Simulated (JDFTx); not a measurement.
# Ag2O (Pn-3m) in JDFTx: a series of runs

The runs below take Ag2O through single point, with PBE, LDA, PBEsol.

Everything below comes from runs of JDFTx 1.7.0 (patched build). Logs are shortened: lines on timing, memory, paths and dates and some standing lists are left out, and cuts for length are marked. The log counts tension as positive stress, the text compression.

**1. Starting point**

It takes space group Pn-3m (No. 224, cubic). The conventional cell has a = 4.718 Å, b = 4.718 Å, c = 4.718 Å, α = 90.00°, β = 90.00°, γ = 90.00°. Ag (site symmetry -3m) is surrounded by 2 O at 2.04 Å. O (site symmetry -43m) is surrounded by 4 Ag at 2.04 Å.

**2. Single point, PBE**

Contents of Ag2O.in:

```
lattice \
    4.7180000000     0.0000000000     0.0000000000 \
    0.0000000000     4.7180000000     0.0000000000 \
    0.0000000000     0.0000000000     4.7180000000
latt-scale 1.889726124626 1.889726124626 1.889726124626
coords-type Lattice
ion Ag     0.7500000000     0.2500000000     0.7500000000 1
ion Ag     0.7500000000     0.7500000000     0.2500000000 1
ion Ag     0.2500000000     0.7500000000     0.7500000000 1
ion Ag     0.2500000000     0.2500000000     0.2500000000 1
ion O      0.5000000000     0.5000000000     0.5000000000 1
ion O      0.0000000000     0.0000000000     0.0000000000 1

ion-species pseudo/Ag.upf
ion-species pseudo/O.upf
elec-cutoff 42 336
elec-ex-corr gga-PBE
kpoint-folding 2 2 2
elec-smearing Fermi 0.0018374661
elec-n-bands 55
electronic-SCF nIterations 100 energyDiffThreshold 1e-09
electronic-minimize nIterations 30 energyDiffThreshold 1e-7
converge-empty-states yes
forces-output-coords Cartesian

dump-name run.$VAR
dump End Ecomponents EigStats BandEigs Kpoints Forces Stress ElecDensity Dtot KEdensity
```

Potentials or basis: PseudoDojo-SR-PBE-0.5-standard with smoothed tails.

Started as:

```bash
$ jdftx -c 2 -i Ag2O.in -o Ag2O.out
```

Standard output:

```text
*************** JDFTx 1.7.0 (patched build) ***************

Input parsed successfully to the following command list (including defaults):
[... the input with its defaults ...]

---------- Setting up symmetries ----------

Found 48 point-group symmetries of the bravais lattice
Found 48 space-group symmetries with basis
Applied RMS atom displacement 0 bohrs to make symmetries exact.

---------- Initializing the Grid ----------
R =
[      8.91573            0            0  ]
[            0      8.91573            0  ]
[            0            0      8.91573  ]
unit cell volume = 708.713
G =
[    0.70473          0          0  ]
[          0    0.70473          0  ]
[          0          0    0.70473  ]
Minimum fftbox size, Smin = [  76  76  76  ]
Chosen fftbox size, S = [  80  80  80  ]

---------- Initializing tighter grid for wavefunction operations ----------
R =
[      8.91573            0            0  ]
[            0      8.91573            0  ]
[            0            0      8.91573  ]
unit cell volume = 708.713
G =
[    0.70473          0          0  ]
[          0    0.70473          0  ]
[          0          0    0.70473  ]
Minimum fftbox size, Smin = [  56  56  56  ]
Chosen fftbox size, S = [  56  56  56  ]

---------- Exchange Correlation functional ----------
Initalized PBE GGA exchange.
Initalized PBE GGA correlation.

---------- Setting up pseudopotentials ----------
Width of ionic core gaussian charges (only for fluid interactions / plotting) set to 0

Reading pseudopotential file 'pseudo/Ag.upf':
  'Ag' pseudopotential, 'PBE' functional
  Generated using ONCVPSP code by D. R. Hamann
  19 valence electrons, 4 orbitals, 6 projectors, 1001 radial grid points, with lMax = 2
    4S    l: 0   occupation:  2.0   eigenvalue: -3.493089
    4P    l: 1   occupation:  6.0   eigenvalue: -2.152308
    4D    l: 2   occupation: 10.0   eigenvalue: -0.273545
    5S    l: 0   occupation:  1.0   eigenvalue: -0.161880
  Core radius for overlap checks: 1.53 bohrs.

Reading pseudopotential file 'pseudo/O.upf':
  'O' pseudopotential, 'PBE' functional
  Generated using ONCVPSP code by D. R. Hamann
  6 valence electrons, 2 orbitals, 5 projectors, 936 radial grid points, with lMax = 2
    2S    l: 0   occupation:  2.0   eigenvalue: -0.880572
    2P    l: 1   occupation:  4.0   eigenvalue: -0.331869
  Core radius for overlap checks: 1.39 bohrs.

Initialized 2 species with 6 total atoms.

Folded 1 k-points by 2x2x2 to 8 k-points.

---------- Setting up k-points, bands, fillings ----------
Reduced to 4 k-points under symmetry.
Computing the number of bands and number of electrons
Calculating initial fillings.
nElectrons:  88.000000   nBands: 55   nStates: 4

----- Setting up reduced wavefunction bases (one per k-point) -----
average nbasis = 9190.625 , ideal nbasis = 9213.791

---------- Setting up ewald sum ----------
Optimum gaussian width for ewald sums = 2.638609 bohr.
Real space sum over 729 unit cells with max indices [  4  4  4  ]
Reciprocal space sum over 3375 terms with max indices [  7  7  7  ]

---------- Allocating electronic variables ----------
Initializing wave functions:  linear combination of atomic orbitals
Note: number of bands (55) exceeds available atomic orbitals (48)
Ag pseudo-atom occupations:   s ( 2 1 )  p ( 6 )  d ( 10 )
O pseudo-atom occupations:   s ( 2 )  p ( 4 )
	FillingsUpdate:  mu: +0.613206266  nElectrons: 88.000000
LCAOMinimize: Iter:   0  F: -620.9958468177291024  |grad|_K:  1.216e-02  alpha:  1.000e+00
	FillingsUpdate:  mu: +0.474397011  nElectrons: 88.000000
LCAOMinimize: Iter:   1  F: -621.3019333015142820  |grad|_K:  5.872e-03  alpha:  2.087e-01  linmin: -3.913e-01  cgtest:  8.674e-01
LCAOMinimize: Encountered beta<0, resetting CG.
[... 10 lines of inner loops ...]
	FillingsUpdate:  mu: +0.423496629  nElectrons: 88.000000
LCAOMinimize: Iter:   7  F: -621.3725921139413231  |grad|_K:  2.148e-07  alpha:  3.989e-01  linmin: -1.500e-04  cgtest:  6.028e-02
LCAOMinimize: Encountered beta<0, resetting CG.
LCAOMinimize: Converged (|Delta F|<1.000000e-06 for 2 iters).

-------- Electronic minimization -----------
Will mix electronic density at each iteration.
	FillingsUpdate:  mu: +0.423496629  nElectrons: 88.000000
	FillingsUpdate:  mu: +0.417796125  nElectrons: 88.000000
SCF: Cycle:  0   F: -621.476198221784671   dF: -1.036e-01   |Residual|: 2.315e-01   |deigs|: 6.893e-02
	FillingsUpdate:  mu: +0.407167354  nElectrons: 88.000000
SCF: Cycle:  1   F: -621.517087619641984   dF: -4.089e-02   |Residual|: 6.098e-02   |deigs|: 1.634e-02
	FillingsUpdate:  mu: +0.409337569  nElectrons: 88.000000
SCF: Cycle:  2   F: -621.525322163362148   dF: -8.235e-03   |Residual|: 2.609e-02   |deigs|: 5.428e-03
	FillingsUpdate:  mu: +0.408713506  nElectrons: 88.000000
SCF: Cycle:  3   F: -621.525441673437626   dF: -1.195e-04   |Residual|: 4.710e-03   |deigs|: 1.290e-03
	FillingsUpdate:  mu: +0.408890484  nElectrons: 88.000000
SCF: Cycle:  4   F: -621.525451855333813   dF: -1.018e-05   |Residual|: 1.662e-03   |deigs|: 4.874e-04
	FillingsUpdate:  mu: +0.408892714  nElectrons: 88.000000
SCF: Cycle:  5   F: -621.525452395799903   dF: -5.405e-07   |Residual|: 6.646e-04   |deigs|: 7.286e-05
	FillingsUpdate:  mu: +0.408842832  nElectrons: 88.000000
SCF: Cycle:  6   F: -621.525452929841890   dF: -5.340e-07   |Residual|: 1.794e-04   |deigs|: 1.192e-04
	FillingsUpdate:  mu: +0.408853020  nElectrons: 88.000000
SCF: Cycle:  7   F: -621.525452969098524   dF: -3.926e-08   |Residual|: 4.464e-05   |deigs|: 5.801e-05
	FillingsUpdate:  mu: +0.408853680  nElectrons: 88.000000
SCF: Cycle:  8   F: -621.525452977300120   dF: -8.202e-09   |Residual|: 2.185e-05   |deigs|: 5.080e-05
	FillingsUpdate:  mu: +0.408855113  nElectrons: 88.000000
SCF: Cycle:  9   F: -621.525452979842157   dF: -2.542e-09   |Residual|: 5.376e-06   |deigs|: 4.922e-05
	FillingsUpdate:  mu: +0.408854770  nElectrons: 88.000000
SCF: Cycle: 10   F: -621.525452980655473   dF: -8.133e-10   |Residual|: 4.842e-06   |deigs|: 4.472e-05
	FillingsUpdate:  mu: +0.408855617  nElectrons: 88.000000
SCF: Cycle: 11   F: -621.525452980965952   dF: -3.105e-10   |Residual|: 3.580e-06   |deigs|: 4.428e-05
SCF: Converged (|Delta E|<1.000000e-09 for 2 iters).

Setting wave functions to eigenvectors of Hamiltonian
Converging empty states (this may take a while): |deigs|: 3.058e-04

# Stress tensor in Cartesian coordinates [Eh/a0^3]:
[ -0.000219544            0            0  ]
[            0 -0.000219544            0  ]
[            0            0 -0.000219544  ]

# Ionic positions in lattice coordinates:
ion Ag   0.750000000000000   0.250000000000000   0.750000000000000 1
ion Ag   0.750000000000000   0.750000000000000   0.250000000000000 1
ion Ag   0.250000000000000   0.750000000000000   0.750000000000000 1
ion Ag   0.250000000000000   0.250000000000000   0.250000000000000 1
ion O   0.500000000000000   0.500000000000000   0.500000000000000 1
ion O   0.000000000000000   0.000000000000000   0.000000000000000 1

# Forces in Cartesian coordinates:
force Ag  -0.000000000000000  -0.000000000000000  -0.000000000000000 1
force Ag  -0.000000000000000   0.000000000000000   0.000000000000000 1
force Ag   0.000000000000000  -0.000000000000000  -0.000000000000000 1
force Ag  -0.000000000000000   0.000000000000000   0.000000000000000 1
force O  -0.000000000000000   0.000000000000000  -0.000000000000000 1
force O  -0.000000000000000   0.000000000000000  -0.000000000000000 1

# Energy components:
   Eewald =     -406.4866359089126036
       EH =      183.7456469147286953
     Eloc =     -550.9885697382528633
      Enl =      -12.6736238924918361
      Exc =     -100.9208995268532192
 Exc_core =       31.4711317564548629
       KE =      234.3285141885837106
-------------------------------------
     Etot =     -621.5244362067433030
       TS =        0.0010167742226208
-------------------------------------
        F =     -621.5254529809659516

IonicMinimize: Iter:   0  F: -621.525452980965952  |grad|_K:  6.462e-42
IonicMinimize: Converged (|grad|_K<1.000000e-04).

#--- Lowdin population analysis ---
# oxidation-state Ag +0.523 +0.523 +0.523 +0.523
# oxidation-state O -0.923 -0.923

Dumping 'run.eigStats' ...
	eMin: -2.941287 at state 0 ( [ +0.000000 +0.000000 +0.000000 ] spin 0 )
	HOMO: +0.407756 at state 0 ( [ +0.000000 +0.000000 +0.000000 ] spin 0 )
	mu  : +0.408855
	LUMO: +0.478354 at state 0 ( [ +0.000000 +0.000000 +0.000000 ] spin 0 )
	eMax: +0.908588 at state 3 ( [ +0.500000 +0.500000 +0.500000 ] spin 0 )
	HOMO-LUMO gap: +0.070597
	Optical gap  : +0.070597 at state 0 ( [ +0.000000 +0.000000 +0.000000 ] spin 0 )
Done!
[note: the HOMO, LUMO and gaps printed at the end count levels as full or empty at half filling, so they show a gap where a level is partly filled]
```

It took 100 s on 2 threads of Arm Neoverse V1, shared host; peak memory 0.24 GiB.

The run converged, but some of its settings lie outside the range that counts as converged, so its numbers aren't taken as properties of the crystal.

Results:

* Free energy: -16912.5692 eV
* Pressure: 6.5 GPa
* Band gap on the k mesh: none (metal or under the smearing width)
* Loewdin charges: Ag +0.52; O -0.92 e

Caveat: the k mesh is coarse (spacing up to 0.67 Å⁻¹), so the values aren't converged.

**3. Single point, LDA**

Changes to Ag2O.in since step 2:

```diff
@@ -1,6 +1,5 @@
 lattice \
-    4.7180000000     0.0000000000     0.0000000000 \
-    0.0000000000     4.7180000000     0.0000000000 \
-    0.0000000000     0.0000000000     4.7180000000
-latt-scale 1.889726124626 1.889726124626 1.889726124626
+    8.9157278560     0.0000000000     0.0000000000 \
+    0.0000000000     8.9157278560     0.0000000000 \
+    0.0000000000     0.0000000000     8.9157278560
 coords-type Lattice
@@ -15,4 +14,4 @@
 ion-species pseudo/O.upf
-elec-cutoff 42 336
-elec-ex-corr gga-PBE
+elec-cutoff 43 344
+elec-ex-corr lda-PW
 kpoint-folding 2 2 2
```

Potentials or basis: PseudoDojo-SR-LDA-0.4.1-standard with smoothed tails.

Started as:

```bash
$ jdftx -c 2 -i Ag2O.in -o Ag2O.out
```

It took 36 s on 2 threads of AMD EPYC 7R13 (Zen 3), shared host; peak memory 0.25 GiB.

The run converged, but some of its settings lie outside the range that counts as converged, so its numbers aren't taken as properties of the crystal.

Results:

```yaml
Free_energy: -16933.0062 eV
Pressure: -3.0 GPa
Band_gap_on_the_k_mesh: none (metal or under the smearing width)
Loewdin_charges: Ag +0.51; O -0.89 e
```

Caveat: the k mesh is coarse (spacing up to 0.67 Å⁻¹), so the values aren't converged.

**4. Single point, PBEsol**

Contents of Ag2O.in:

```
lattice \
    8.9157278560     0.0000000000     0.0000000000 \
    0.0000000000     8.9157278560     0.0000000000 \
    0.0000000000     0.0000000000     8.9157278560
coords-type Cartesian
ion Ag     6.6867958920     2.2289319640     6.6867958920 1
ion Ag     6.6867958920     6.6867958920     2.2289319640 1
ion Ag     2.2289319640     6.6867958920     6.6867958920 1
ion Ag     2.2289319640     2.2289319640     2.2289319640 1
ion O      4.4578639280     4.4578639280     4.4578639280 1
ion O      0.0000000000     0.0000000000     0.0000000000 1

ion-species pseudo/Ag.upf
ion-species pseudo/O.upf
elec-cutoff 42 336
elec-ex-corr gga-PBEsol
kpoint-folding 2 2 2
elec-smearing Fermi 0.0018374661
elec-n-bands 55
electronic-SCF nIterations 100 energyDiffThreshold 1e-09
electronic-minimize nIterations 30 energyDiffThreshold 1e-7
converge-empty-states yes
forces-output-coords Cartesian

dump-name run.$VAR
dump End Ecomponents EigStats BandEigs Kpoints Forces Stress ElecDensity Dtot KEdensity
```

Potentials or basis: PseudoDojo-SR-PBEsol-0.4.1-standard with smoothed tails.

Started as:

```bash
$ jdftx -c 2 -i Ag2O.in -o Ag2O.out
```

Run time: 59 s. Hardware: 2 threads of Arm Neoverse V1, shared host; peak memory 0.24 GiB.

The run converged, but some of its settings lie outside the range that counts as converged, so its numbers aren't taken as properties of the crystal.

Results:

```
Free energy            : -16908.9684 eV
Pressure               : 1.1 GPa
Band gap on the k mesh : none (metal or under the smearing width)
Loewdin charges        : Ag +0.52; O -0.90 e
```

Caveat: the k mesh is coarse (spacing up to 0.67 Å⁻¹), so the values aren't converged.

**5. For comparison**

An earlier run on the cell as given: functional PBEsol; potentials or basis PseudoDojo-SR-PBEsol-0.4.1-standard with smoothed tails; cutoff 1143 eV; density cutoff 9143 eV; k mesh 6 × 6 × 6; occupations fermi-dirac, width 0.05 eV; no spin polarisation.

- Pressure: -0.6 GPa
- Band gap on the k mesh: none (metal or under the smearing width)
- Loewdin charges: Ag +0.52; O -0.89 e
